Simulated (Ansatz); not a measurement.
Input, command and steps of an Ansatz relaxation.

```yaml
crystal:
  lattice:
    - [4.5644215143, 0.0, 0.0]
    - [-2.2822107571, 3.9529049849, 0.0]
    - [0.0, 0.0, 7.5594670002]
  atoms:
    - { symbol: K, position: [0.6666666667, 0.3333333333, 0.8719532924] }
    - { symbol: K, position: [0.3333333333, 0.6666666667, 0.3719532924] }
    - { symbol: Cl, position: [0.6666666667, 0.3333333333, 0.5030467076] }
    - { symbol: Cl, position: [0.3333333333, 0.6666666667, 0.0030467076] }
basis:
  ecutwfc: 420
kpoints:
  mp_grid: { grid: [6, 6, 4] }
hamiltonian:
  xc: pbe
scf:
  occupations: { method: gaussian, width: 0.02 }
output:
  forces: true
  stress: true
  eigenvalues: true
relax:
  adjacent_minimum: "off"
  f_tol: 0.01
  max_steps: 60
  cell: { stress_tol: 0.1 }
```

```bash
ansatz run input.yaml --threads 1 --pin off --max-ram 2560MiB --backend cpu --events-out ev --progress --plain --runs-dir out
```

Theory: DFT PBE, scalar-relativistic, plane waves, PAW in Ansatz.

Of 14 frames 9 are shown, positions in Å and forces in eV/Å; the SCF threshold varies from step to step. Steps run on the plane waves of an earlier cell, with a Pulay correction in the pressure. The basis is chosen afresh for the last frame, the zero of the energies, and at times for earlier ones too; energy and pressure step there, also at an unchanged geometry. Here that happened at step 12 (-3 meV/atom, 0.1 GPa); the frames before carry an error of that size. The mark taken_back stands on steps that the optimiser undid.

```xyz
4
Lattice="4.5644 0.0000 0.0000 -2.2822 3.9529 0.0000 0.0000 0.0000 7.5595" Properties=species:S:1:pos:R:3:forces:R:3 pbc="T T T" step=1 free_energy_over_end_meV_per_atom=177.04 pressure_GPa=5.22
K     2.2822    1.3176    6.5915    0.0000    0.0000    0.0810
K     0.0000    2.6353    2.8118    0.0000    0.0000    0.0810
Cl    2.2822    1.3176    3.8028    0.0000    0.0000   -0.0810
Cl    0.0000    2.6353    0.0230    0.0000    0.0000   -0.0810
4
Lattice="4.7873 0.0000 0.0000 -2.3936 4.1459 0.0000 0.0000 0.0000 7.9085" Properties=species:S:1:pos:R:3:forces:R:3 pbc="T T T" step=2 free_energy_over_end_meV_per_atom=71.72 pressure_GPa=1.71
K     2.3936    1.3820    6.9074    0.0000    0.0000    0.0247
K     0.0000    2.7639    2.9531    0.0000    0.0000    0.0247
Cl    2.3936    1.3820    3.9669    0.0000    0.0000   -0.0246
Cl    0.0000    2.7639    0.0126    0.0000    0.0000   -0.0246
4
Lattice="5.0126 0.0000 0.0000 -2.5063 4.3410 0.0000 0.0000 0.0000 8.0602" Properties=species:S:1:pos:R:3:forces:R:3 pbc="T T T" step=4 free_energy_over_end_meV_per_atom=47.03 pressure_GPa=0.04
K     2.5063    1.4470    7.0718    0.0000    0.0000    0.0108
K     0.0000    2.8940    3.0417    0.0000    0.0000    0.0108
Cl    2.5063    1.4470    4.0110    0.0000    0.0000   -0.0108
Cl    0.0000    2.8940   -0.0191    0.0000    0.0000   -0.0108
4
Lattice="5.0561 0.0000 0.0000 -2.5280 4.3787 0.0000 0.0000 0.0000 7.8926" Properties=species:S:1:pos:R:3:forces:R:3 pbc="T T T" step=5 free_energy_over_end_meV_per_atom=45.74 pressure_GPa=0.05
K     2.5280    1.4596    6.9627    0.0000    0.0000   -0.0051
K     0.0000    2.9191    3.0164    0.0000    0.0000   -0.0051
Cl    2.5280    1.4596    3.8897    0.0000    0.0000    0.0052
Cl    0.0000    2.9191   -0.0567    0.0000    0.0000    0.0052
4
Lattice="5.2506 0.0000 0.0000 -2.6253 4.5472 0.0000 0.0000 0.0000 7.1590" Properties=species:S:1:pos:R:3:forces:R:3 pbc="T T T" step=7 free_energy_over_end_meV_per_atom=37.14 pressure_GPa=-0.16
K     2.6253    1.5157    6.4490    0.0000    0.0000    0.0837
K     0.0000    3.0315    2.8695    0.0000    0.0000    0.0837
Cl    2.6253    1.5157    3.3946    0.0000    0.0000   -0.0837
Cl    0.0000    3.0315   -0.1849    0.0000    0.0000   -0.0837
4
Lattice="5.3208 0.0000 0.0000 -2.6604 4.6080 0.0000 0.0000 0.0000 6.7877" Properties=species:S:1:pos:R:3:forces:R:3 pbc="T T T" step=8 free_energy_over_end_meV_per_atom=24.98 pressure_GPa=-0.23
K     2.6604    1.5360    6.1948    0.0000    0.0000    0.1358
K     0.0000    3.0720    2.8010    0.0000    0.0000    0.1358
Cl    2.6604    1.5360    3.1383    0.0000    0.0000   -0.1357
Cl    0.0000    3.0720   -0.2556    0.0000    0.0000   -0.1357
4
Lattice="5.3723 0.0000 0.0000 -2.6861 4.6525 0.0000 0.0000 0.0000 6.1018" Properties=species:S:1:pos:R:3:forces:R:3 pbc="T T T" step=10 free_energy_over_end_meV_per_atom=29.89 pressure_GPa=0.94 taken_back
K     2.6861    1.5508    5.8188    0.0000    0.0000   -0.4538
K     0.0000    3.1017    2.7679    0.0000    0.0000   -0.4538
Cl    2.6861    1.5508    2.5712    0.0000    0.0000    0.4538
Cl    0.0000    3.1017   -0.4797    0.0000    0.0000    0.4538
4
Lattice="5.3708 0.0000 0.0000 -2.6854 4.6512 0.0000 0.0000 0.0000 6.3261" Properties=species:S:1:pos:R:3:forces:R:3 pbc="T T T" step=11 free_energy_over_end_meV_per_atom=2.72 pressure_GPa=-0.01
K     2.6854    1.5504    5.9273    0.0000    0.0000    0.0081
K     0.0000    3.1008    2.7642    0.0000    0.0000    0.0081
Cl    2.6854    1.5504    2.7711    0.0000    0.0000   -0.0081
Cl    0.0000    3.1008   -0.3919    0.0000    0.0000   -0.0081
4
Lattice="5.3917 0.0000 0.0000 -2.6958 4.6693 0.0000 0.0000 0.0000 6.3209" Properties=species:S:1:pos:R:3:forces:R:3 pbc="T T T" step=14 free_energy_over_end_meV_per_atom=0.00 pressure_GPa=0.01
K     2.6958    1.5564    5.9258    0.0000    0.0000    0.0002
K     0.0000    3.1129    2.7653    0.0000    0.0000    0.0002
Cl    2.6958    1.5564    2.7655    0.0000    0.0000   -0.0002
Cl    0.0000    3.1129   -0.3950    0.0000    0.0000   -0.0002
```

Time: 86 s on 1 thread of AMD EPYC 7R43 64-Core Processor (Zen 3), on a shared host, peak memory 0.42 GiB.